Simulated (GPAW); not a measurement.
# CdSe (Cadmoselite) (P6_3mc) in GPAW: a series of runs, part 2 of 3

GPAW 26.7.0.

## Step 4: Dielectric tensor, PBE

This run uses another cell than the first one, of 27.26 Å³/atom, 0.970 times its volume.

Contents of run.py:

```python
import numpy as np
from ase.dft.bandgap import bandgap
from ase.io import read, write
from gpaw import GPAW, PW
from gpaw.response.df import DielectricFunction

atoms = read('POSCAR')

calc = GPAW(mode=PW(500),
            xc='PBE',
            kpts={'size': (6, 6, 3), 'gamma': True},
            occupations={'name': 'fermi-dirac', 'width': 0.001},
            nbands=31,
            convergence={'density': 1e-06},
            maxiter=150,
            txt='gpaw.txt')
atoms.calc = calc
energy = atoms.get_potential_energy()
calc.write('gs.gpw')
write('result.traj', atoms)
print(f'Energy: {energy:.6f} eV')
print('Fermi level:', round(calc.get_fermi_level(), 4), 'eV')
print(f'Gap: {bandgap(calc)[0]:.4f} eV, direct: {bandgap(calc, direct=True)[0]:.4f} eV')

for size in [(11, 11, 6)]:
    name = 'x'.join(str(n) for n in size)
    dense = calc.fixed_density(kpts={'size': size, 'gamma': True},
                               nbands=64, convergence={'bands': 58, 'eigenstates': 1e-7},
                               update_fermi_level=True, txt=f'dense-{name}.txt')
    dense.write(f'{name}.gpw', mode='all')
    df = DielectricFunction(f'{name}.gpw', frequencies=np.array([0.0]), hilbert=False, eta=0.001,
                            ecut=80, nbands=58, intraband=False, txt=f'df-{name}.txt')
    for xc in ['RPA']:
        for direction in ['x', 'y', 'z', [0, 1, 1], [1, 0, 1], [1, 1, 0]]:
            e0, e = df.get_macroscopic_dielectric_constant(xc=xc, direction=direction)
            print(f'{name} {xc} {direction}: {e0:.4f} without, {e:.4f} with local fields')
```

Contents of POSCAR:

```
CdSe
1.0
    4.3000000000      0.0000000000      0.0000000000
   -2.1500000000      3.7239092400      0.0000000000
    0.0000000000      0.0000000000      6.8094000000
Cd Se
2 2
Direct
    0.6666666667      0.3333333333      0.5000000000
    0.3333333333      0.6666666667      0.0000000000
    0.6666666667      0.3333333333      0.8850000000
    0.3333333333      0.6666666667      0.3850000000
```

Potentials or basis: GPAW PAW data sets (gpaw-data 1.2.1), pw.

The run is started by

```sh
> OMP_NUM_THREADS=1 python run.py
```

gpaw.txt:

```text
__  _  _
 | _ |_)|_||  |
 |__||  | ||/\| - 26.7.0

Input parameters:
  mode=PW(ecut=500.0),
  convergence={'density': 1e-06},
  kpts=MonkhorstPack(size=(6, 6, 3), gamma=True),
  maxiter=150,
  nbands=31,
  occupations=Occupations(name='fermi-dirac', width=0.001),
  xc=XC(name='PBE')

Diagonalizing LCAO Hamiltonian
Converting LCAO to pw mode

            Se

            Cd
        Se

        Cd

Atoms  # Å, Bohr magnetons
|   | symbol |         x |        y |        z |    initial magnetic moments |
|---|--------|-----------|----------|----------|-----------------------------|
| 0 |     Cd |  2.150000 | 1.241303 | 3.404700 | ( 0.0000,  0.0000,  0.0000) |
| 1 |     Cd | -0.000000 | 2.482606 | 0.000000 | ( 0.0000,  0.0000,  0.0000) |
| 2 |     Se |  2.150000 | 1.241303 | 6.026319 | ( 0.0000,  0.0000,  0.0000) |
| 3 |     Se | -0.000000 | 2.482606 | 2.621619 | ( 0.0000,  0.0000,  0.0000) |

Unit cell  # Å
| periodic |         x |        y |        z |  lengths |     angles |
|----------|-----------|----------|----------|----------|------------|
|      yes |  4.300000 | 0.000000 | 0.000000 | 4.300000 |  90.000000 |
|      yes | -2.150000 | 3.723909 | 0.000000 | 4.300000 |  90.000000 |
|      yes |  0.000000 | 0.000000 | 6.809400 | 6.809400 | 120.000000 |

Number of symmetries: 2
Symmetry operations  # r_c * U_cc + t_c -> r_c
|   | kind |            matrix            |
|---|------|------------------------------|
| 0 |  E   |  1, 0, 0,  0, 1, 0,  0, 0, 1 |
| 1 |  σ   | -1, 0, 0,  1, 1, 0,  0, 0, 1 |

BZ-sampling:
  Number of BZ points: 108
  Number of IBZ points: 34

  Monkhorst-Pack size: [6, 6, 3]
  Monkhorst-Pack shift: [0.08333333333333333, 0.08333333333333333, 0.0]

K-points  # in reciprocal-cell coordinates
|     |                                coordinates |     weight |
|-----|--------------------------------------------|------------|
|   0 | (  0.00000000,   0.00000000,   0.00000000) | 0.00925926 |
|   1 | (  0.00000000,   0.00000000,   0.33333333) | 0.01851852 |
|   2 | (  0.00000000,   0.16666667,  -0.33333333) | 0.01851852 |
|   3 | (  0.00000000,   0.16666667,   0.00000000) | 0.01851852 |
|   4 | (  0.00000000,   0.16666667,   0.33333333) | 0.01851852 |
|   5 | (  0.00000000,   0.33333333,  -0.33333333) | 0.01851852 |
|   6 | (  0.00000000,   0.33333333,   0.00000000) | 0.01851852 |
|   7 | (  0.00000000,   0.33333333,   0.33333333) | 0.01851852 |
|   8 | (  0.00000000,   0.50000000,   0.00000000) | 0.00925926 |
|   9 | (  0.00000000,   0.50000000,   0.33333333) | 0.01851852 |
| ... |                                            |            |
|  33 | (  0.50000000,   0.50000000,   0.33333333) | 0.03703704 |

Plane wave coefficients: 2779
Cutoff: 500.0 eV

Spin-components: 1 (collinear spins)
Bands:           31
Projectors:      22
Spin-degeneracy: 2
Datatype:        complex128

Parallelization:
  kpt:    1
  domain: 1
  band:   1

Density:
  Valence electrons: 36.0
  Components: 1
  Grid points: [24 24 36]
  Charge: 0.0  # |e|

Potential:
  Grid points: [24 24 36]

species:
  Cd:
    name:    Cadmium
    Z:       48.0
    valence: 12
    core:    36
    charge:  0.0  # [|e|]
    compensation charges:
      type: gauss
      rc: 0.38  # [Å]
      lmax: 2
    cutoffs:
      filter: 2.12  # [Å]
      core: 2.62  # [Å]
    projectors
    | kind |    occ | energy [eV] | rcut [Å] |
    |------|--------|-------------|----------|
    |   5s |  2.000 |      -5.655 |    1.191 |
    |   5p |  0.000 |      -1.186 |    1.228 |
    |   4d | 10.000 |     -11.739 |    1.164 |
    |    s |        |      21.556 |    1.191 |
    |    p |        |      26.026 |    1.228 |
    |    d |        |      15.473 |    1.164 |

    Using partial waves for Cd as LCAO basis

  Se:
    name:    Selenium
    Z:       34.0
    valence: 6
    core:    28
    charge:  0.0  # [|e|]
    compensation charges:
      type: gauss
      rc: 0.27  # [Å]
      lmax: 2
    cutoffs:
      filter: 1.77  # [Å]
      core: 2.67  # [Å]
    projectors
    | kind |    occ | energy [eV] | rcut [Å] |
    |------|--------|-------------|----------|
    |   4s |  2.000 |     -17.277 |    0.847 |
    |   4p |  4.000 |      -6.512 |    1.005 |
    |    s |        |       9.935 |    0.847 |
    |    p |        |      20.699 |    1.005 |
    |    d |        |       0.000 |    0.847 |

    Using partial waves for Se as LCAO basis

Reference energy: -436553.300934  # eV

eigensolver:
  PPCG
  Converge bands: occupied
  niter=2

density mixing:
  MSR1-Mixer
  Pratt-step length: 0.05
  Maximum mixing coefficient: 0.75
  Old densities: 10
  SVD Regularization: 0.005
  Good broyden scale: 1.0
  Trust region scale: 1.0
  Backstep threshold: 4.0
  History deletion threshold: 6.0
  Fourier metric: weight=20.0, sigma=0.015

occupation numbers:
  Fermi-Dirac:
    width: 0.0010  # eV

poisson solver:
  ecut: 4000.0  # eV

xc functional:
  name: PBE with 2 nearest neighbor stencil

convergence criteria:
- Maximum integral of absolute [dens]ity change: 1e-06 electrons / valence electron
- Maximum [total energy] change in last 3 cyles: 0.0005 eV / valence electron
- Maximum integral of absolute [eigenst]ate change: 4e-08 eV^2 / valence electron
maximum number of iterations: 150

SCF iterations
|iter     | |      energy | eigst |  dens |
|---------|-|-------------|-------|-------|
|iter:   1| |  -11.920021 | -0.59 |       |
|iter:   2| |  -11.770991 | -2.51 | -1.18 |
|iter:   3| |  -11.226776 | -1.52 | -1.22 |
|iter:   4| |  -11.224065 | -3.30 | -1.80 |
|iter:   5| |  -11.223391c| -3.77 | -2.24 |
|iter:   6| |  -11.223461c| -5.15 | -2.91 |
|iter:   7| |  -11.223468c| -6.52 | -3.54 |
|iter:   8| |  -11.223468c| -7.62c| -4.49 |
|iter:   9| |  -11.223468c| -7.82c| -4.85 |
|iter:  10| |  -11.223468c| -8.12c| -5.23 |
|iter:  11| |  -11.223468c| -8.86c| -5.93 |
|iter:  12| |  -11.223468c| -9.54c| -6.28c|

Converged in 12 steps
Energy contributions relative to reference atoms: (reference = -436553.300934)

Energy contributions:
  Kinetic:          45.612464
  Coulomb:         -40.613766
  Zero:              0.091959
  External:          0.000000
  Xc:              -16.314125
  Entropy:          -0.000000
  Spinorbit:         0.000000
  ----------------------------
  Free energy:     -11.223468
  Extrapolated:    -11.223468

dipole moment: (0.000006, 0.000010, -17.424852)  # |e|*Ang

Fermi level: 4.078
Eigenvalues  # (at kpt = [0.000, 0.000, 0.000])
| band index |      eig [eV] | occ [0-2] |
|------------|---------------|-----------|
|          0 |        -8.804 |     2.000 |
|        ... |               |           |
|         10 |        -3.569 |     2.000 |
|         11 |        -3.237 |     2.000 |
|         12 |        -0.491 |     2.000 |
|         13 |         3.092 |     2.000 |
|         14 |         3.092 |     2.000 |
|         15 |         3.935 |     2.000 |
[... 8 lines left out ...]
|         24 |        10.926 |     0.000 |
|         25 |        11.965 |     0.000 |
|        ... |               |           |
|         30 |        14.898 |     0.000 |

Gap: 0.720 eV
Transition (v -> c):
  (s=0, k=0, n=17, [0.00, 0.00, 0.00]) -> (s=0, k=0, n=18, [0.00, 0.00, 0.00])
No difference between direct/indirect transitions
# Writing to gs.gpw (mode='')
```

stdout:

```text
Energy: -11.223468 eV
Fermi level: 4.0785 eV
Gap: 0.7205 eV, direct: 0.7205 eV
11x11x6 RPA x: 8.0888 without, 7.2539 with local fields
11x11x6 RPA y: 8.0888 without, 7.2539 with local fields
11x11x6 RPA z: 8.1984 without, 7.4539 with local fields
11x11x6 RPA [0, 1, 1]: 8.1436 without, 7.3539 with local fields
11x11x6 RPA [1, 0, 1]: 8.1436 without, 7.3539 with local fields
11x11x6 RPA [1, 1, 0]: 8.0888 without, 7.2539 with local fields
```

df-11x11x6.txt:

```text
FrequencyGridDescriptor(from 0.000 to 0.000 eV, 1 points)
FrequencyGridDescriptor(from 0.000 to 0.000 eV, 1 points)

Calculating chi0 body with:
    Ground state adapter containing:
    Number of spins: 1
    Number of kpoints: 726
    Number of irreducible kpoints: 204
    Number of completely occupied states: 18
    Number of partially occupied states: 18

    Linear response parametrization:
    q_c: [0.0, 0.0, 0.0]
    Number of frequency points: 1
    Planewave cutoff: 80.0
    Number of bands: 58
    Number of planewaves: 183
    Broadening (eta): 0.001

Integrating chi0 body.

Symmetries of q_c:
    Direct symmetries (Uq -> q): 2
    Indirect symmetries (TUq -> q): 2
In total 4 allowed symmetries.

Integral kind: response function

Calculating chi0 optical extensions with:
    Ground state adapter containing:
    Number of spins: 1
    Number of kpoints: 726
    Number of irreducible kpoints: 204
    Number of completely occupied states: 18
    Number of partially occupied states: 18

    Linear response parametrization:
    Number of frequency points: 1
    Planewave cutoff: 80.0
    Number of bands: 58
    Number of planewaves: 183
    Broadening (eta): 0.001
Integrating chi0 head and wings.

Symmetries of q_c:
    Direct symmetries (Uq -> q): 2
    Indirect symmetries (TUq -> q): 2
In total 4 allowed symmetries.

Integral kind: response function wings

Finished calculating chi0
```

Wall time 17 min (1 thread of Arm Neoverse V1, shared host); peak memory 1.1 GiB.

Results:

- Free energy: -11.2235 eV
- Band gap on the k mesh: 0.72 eV, direct
- Electronic dielectric tensor (diagonal): 7.25, 7.25, 7.45

Electronic dielectric tensor:
```
7.25 0.00 0.00
0.00 7.25 0.00
0.00 0.00 7.45
```

Caveat: the long-wavelength limit can be off by several per cent where d states take part; an odd mesh through Γ misses points on the zone boundary, where band edges often lie.

(Part 2 of 3 ends here.)
